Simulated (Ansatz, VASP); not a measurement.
# WS2: VASP beside Ansatz

```
CELL_PARAMETERS angstrom
3.18352 0.00000 0.00000
-1.59176 2.75701 0.00000
0.00000 0.00000 16.95058
ATOMIC_POSITIONS crystal
W 0.00000 0.00000 0.00000
S 0.33333 0.66667 0.09200
S 0.33333 0.66667 0.90800
```

Alike in both runs: functional PBEsol; k mesh 10 × 10 × 2; occupations fermi-dirac, width 0.05 eV; no spin polarisation.

```csv
,VASP,Ansatz
version,VASP 6.6.1,Ansatz 0.2.0
potentials or method,"VASP PAW PBE potentials, release 64 (W_sv, S)",Ansatz PAW
plane-wave cutoff (eV),520,420
valence electrons in the cell,26,26
task,single point,band structure
```

```tsv
	VASP	Ansatz	Ansatz less VASP
gap on the k mesh at the Fermi level (eV)	1.99	1.98	-0.012
least direct gap on the mesh (eV)	2.15	2.15	-0.004
rms of the force components (eV/Å)	0.049	0.059	+0.0103
```

Atom by atom the forces differ by 0.010 eV/Å (rms over components). With one functional, cell and mesh, what is left measures potentials, basis and numerics.

Caveats: spin-orbit coupling is left out, which moves the levels of the heavy elements; the PAW data sets were made with another functional, which shifts forces and pressure a little (VASP); the k mesh misses the band edges, so the gap on the mesh is wider than the one along the path (Ansatz); the PAW data sets come from PBE, with cores solved anew for the run's functional, which leaves a small shift of forces and pressure (Ansatz). PBEsol gaps usually lie below the measured ones, often by a third to a half.
